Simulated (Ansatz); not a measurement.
A run of Ansatz 0.2.0:

The input input.yaml:

```yaml
crystal:
  lattice:
    - [3.169, 0.0, 0.0]
    - [-1.5845, 2.7444345046, 0.0]
    - [0.0, 0.0, 12.324]
  atoms:
    - { symbol: Mo, position: [0.6666666667, 0.3333333333, 0.75] }
    - { symbol: Mo, position: [0.3333333333, 0.6666666667, 0.25] }
    - { symbol: S, position: [0.6666666667, 0.3333333333, 0.377] }
    - { symbol: S, position: [0.3333333333, 0.6666666667, 0.877] }
    - { symbol: S, position: [0.6666666667, 0.3333333333, 0.123] }
    - { symbol: S, position: [0.3333333333, 0.6666666667, 0.623] }
hamiltonian:
  xc: pbe
  pseudopotentials: { kind: paw_fr }
magnetization:
  noncollinear: true
  spin_orbit: true
kpoints:
  mp_grid: { grid: [7, 7, 3] }
  band_path:
    path:
      - [[0.0, 0.0, 0.0], [0.5, 0.0, 0.0], [0.3333333333, 0.3333333333, 0.0], [0.0, 0.0, 0.0], [0.0, 0.0, 0.5], [0.5, 0.0, 0.5], [0.3333333333, 0.3333333333, 0.5], [0.0, 0.0, 0.5]]
      - [[0.5, 0.0, 0.5], [0.5, 0.0, 0.0]]
      - [[0.3333333333, 0.3333333333, 0.0], [0.3333333333, 0.3333333333, 0.5]]
    npoints: 14
scf:
  occupations: { method: fermi_dirac, width: 0.05 }
  n_extra_bands: 15
output:
  forces: true
  stress: true
  eigenvalues: true
  fatbands: true
```

Potentials or basis: Ansatz PAW.

Run with:

```console
$ ansatz run input.yaml --threads 2 --pin off --max-ram 5632MiB --backend cpu --events-out ev --progress --plain --runs-dir out
```

Hardware: 2 threads of Intel(R) Xeon(R) Processor @ 2.50GHz (Skylake/Cascade Lake), on a shared host.

Question: Estimate the wall time of this run.

Answer: Wall time 2.9 min on 2 threads of Intel(R) Xeon(R) Processor @ 2.50GHz (Skylake/Cascade Lake), on a shared host, peak memory 1.1 GiB. Counts: scf iterations 8, plane waves 2081, k points 16, bands 67.
